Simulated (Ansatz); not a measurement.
**Is this EuO result the lowest state?**

System: EuO, an experimental structure (space group Fm-3m, primitive cell doubled); the cell holds 4 atoms. Source: COD entry 9008633; it may be a high-temperature, high-pressure or metastable form.

Theory: Ansatz development build ahead of 0.2.0, DFT, PBE+U, PAW, plane waves, scalar-relativistic.

```yaml
crystal:
  lattice:
    - [0.0, 2.57195, 2.57195]
    - [2.57195, 0.0, 2.57195]
    - [5.1439, 5.1439, 0.0]
  atoms:
    - { symbol: Eu, position: [0.0, 0.0, 0.0], spin: 7.0 }
    - { symbol: Eu, position: [0.0, 0.0, 0.5], spin: 7.0 }
    - { symbol: O, position: [0.5, 0.5, 0.25] }
    - { symbol: O, position: [0.5, 0.5, 0.75] }
  symmetry: { detect: false, time_reversal: true }
magnetization:
  spin_polarized: true
hamiltonian:
  xc: pbe
  pseudopotentials: { kind: paw }
  hubbard:
    sites:
      - { site: 0, l: f, u_eff: 5.3, starting_ns: [{ spin: up, occupation_matrix: s0up }, { spin: down, occupation_matrix: s0down }] }
      - { site: 1, l: f, u_eff: 5.3, starting_ns: [{ spin: up, occupation_matrix: s1up }, { spin: down, occupation_matrix: s1down }] }
    occupation_matrices:
      s0up:
        matrix:
          - [0.999999, 0.0, 0.0, 0.0, 0.0, 0.0, 0.0]
          - [0.0, 0.999999, 0.0, 0.0, 0.0, 0.0, 0.0]
          - [0.0, 0.0, 0.999999, 0.0, 0.0, 0.0, 0.0]
          - [0.0, 0.0, 0.0, 0.999999, 0.0, 0.0, 0.0]
          - [0.0, 0.0, 0.0, 0.0, 0.999999, 0.0, 0.0]
          - [0.0, 0.0, 0.0, 0.0, 0.0, 0.999999, 0.0]
          - [0.0, 0.0, 0.0, 0.0, 0.0, 0.0, 0.999999]
      s0down:
        matrix:
          - [1.0e-06, 0.0, 0.0, 0.0, 0.0, 0.0, 0.0]
          - [0.0, 1.0e-06, 0.0, 0.0, 0.0, 0.0, 0.0]
          - [0.0, 0.0, 1.0e-06, 0.0, 0.0, 0.0, 0.0]
          - [0.0, 0.0, 0.0, 1.0e-06, 0.0, 0.0, 0.0]
          - [0.0, 0.0, 0.0, 0.0, 1.0e-06, 0.0, 0.0]
          - [0.0, 0.0, 0.0, 0.0, 0.0, 1.0e-06, 0.0]
          - [0.0, 0.0, 0.0, 0.0, 0.0, 0.0, 1.0e-06]
      s1up:
        matrix:
          - [0.999999, 0.0, 0.0, 0.0, 0.0, 0.0, 0.0]
          - [0.0, 0.999999, 0.0, 0.0, 0.0, 0.0, 0.0]
          - [0.0, 0.0, 0.999999, 0.0, 0.0, 0.0, 0.0]
          - [0.0, 0.0, 0.0, 0.999999, 0.0, 0.0, 0.0]
          - [0.0, 0.0, 0.0, 0.0, 0.999999, 0.0, 0.0]
          - [0.0, 0.0, 0.0, 0.0, 0.0, 0.999999, 0.0]
          - [0.0, 0.0, 0.0, 0.0, 0.0, 0.0, 0.999999]
      s1down:
        matrix:
          - [1.0e-06, 0.0, 0.0, 0.0, 0.0, 0.0, 0.0]
          - [0.0, 1.0e-06, 0.0, 0.0, 0.0, 0.0, 0.0]
          - [0.0, 0.0, 1.0e-06, 0.0, 0.0, 0.0, 0.0]
          - [0.0, 0.0, 0.0, 1.0e-06, 0.0, 0.0, 0.0]
          - [0.0, 0.0, 0.0, 0.0, 0.999999, 0.0, 0.0]
          - [0.0, 0.0, 0.0, 0.0, 0.0, 1.0e-06, 0.0]
          - [0.0, 0.0, 0.0, 0.0, 0.0, 0.0, 1.0e-06]
basis:
  ecutwfc: 420
kpoints:
  mp_grid: { grid: [6, 6, 3] }
scf:
  occupations: { method: fermi_dirac, width: 0.03 }
  lower_state_search: "off"
  max_iter: 200
output:
  forces: true
  stress: true
```

Wall time and machine: 15 s on 2 threads of x86-64 server CPU, with other jobs on the host, peak memory 0.6 GiB.

The end of the output:

```
SCF converged after 16 iterations
an eigenvalue changed by more than its tolerance at an iteration that met the thresholds in force, so the SCF went on 1 time: the last check found none over its tolerance
Magnetization: 14.0000 μB (30.0000 up, 16.0000 down)
Absolute magnetization: 14.3907 μB (∫|ρ↑−ρ↓|, with the PAW one-centre terms)
Spin contamination: 0.0271 ħ² per cell (⟨S²⟩ above its minimum at these occupations)
Per-site moments (μB) at R_I (Å): [(6.7465, 1.0609), (6.7465, 1.0609), (-0.0843, 1.0609), (-0.0843, 1.0609)]
Free energy (F): -18673.162114 eV
Harris-Foulkes:  -18673.162114 eV  (|F-HF|=3.17e-10)
Internal energy: -18673.161183 eV  (E = F + TS)
E sigma→0 (E₀):  -18673.161648 eV
Entropy (-TS):   -0.000931 eV (-0.233 meV/atom)
Fermi energy:    12.914078 eV
--- Specified on-site occupations, and those of the state reported ---
  electrons in the specified blocks: 15.0000 specified, 13.9171 found
  site 1 (l=f) ↓: largest change of an orbital's occupation 0.9998; electrons 1.0000 specified, 0.0212 found; spectral distance 0.9951
  site 1 (l=f) ↑: largest change of an orbital's occupation 0.0124; electrons 7.0000 specified, 6.9373 found; spectral distance 0.0251
  site 0 (l=f) ↑: largest change of an orbital's occupation 0.0124; electrons 7.0000 specified, 6.9373 found; spectral distance 0.0251
  site 0 (l=f) ↓: largest change of an orbital's occupation 0.0050; electrons 0.0000 specified, 0.0212 found; spectral distance 0.0093
--- Forces (eV/Å), atoms counted from 1 ---
  atom   1  Eu     0.00000001    -0.00000000     0.00000004
  atom   2  Eu     0.00000000    -0.00000000     0.00000004
  atom   3  O     -0.00000008    -0.00000006     0.00000006
  atom   4  O      0.00000007     0.00000004    -0.00000007
--- Stress (GPa, compression-positive) ---
        1.277794       0.000000       0.000000
        0.000000       1.277794      -0.000000
        0.000000      -0.000000       1.277794
  P = ⅓ Tr σ = 1.2778 GPa (12.778 kbar)
```

Spin–orbit coupling is left out, so orbital moments of the f shell are missing. A static U favours moments and orbital order; the result depends on U and need not be the measured state.

Site moments are taken inside atomic spheres and don't add up to the total.

Eigenvalues of the Hubbard occupation matrices: Eu1 up 0.99 0.99 0.99 0.99 0.99 0.99 0.99, down 0.00 0.00 0.00 0.00 0.01 0.01 0.01; Eu2 up 0.99 0.99 0.99 0.99 0.99 0.99 0.99, down 0.00 0.00 0.00 0.00 0.01 0.01 0.01.

Problem. Has the SCF ended in the lowest solution? If not, by how much is it too high?

Solution. None of the other runs went lower. It is the lowest of 4 states reached by 14 converged runs, and the next lies 10.9 meV/atom higher (antiferromagnetic, site moments Eu1 6.74, Eu2 -6.74 μB, total 0.00 μB per cell, a gap of 0.77 eV on the k-mesh). The typed fillings weren't kept. That doesn't prove a ground state. This multiple of the primitive cell fits some opposed orders; other multiples fit others. Orders that need a larger cell or non-collinear spins weren't tried.
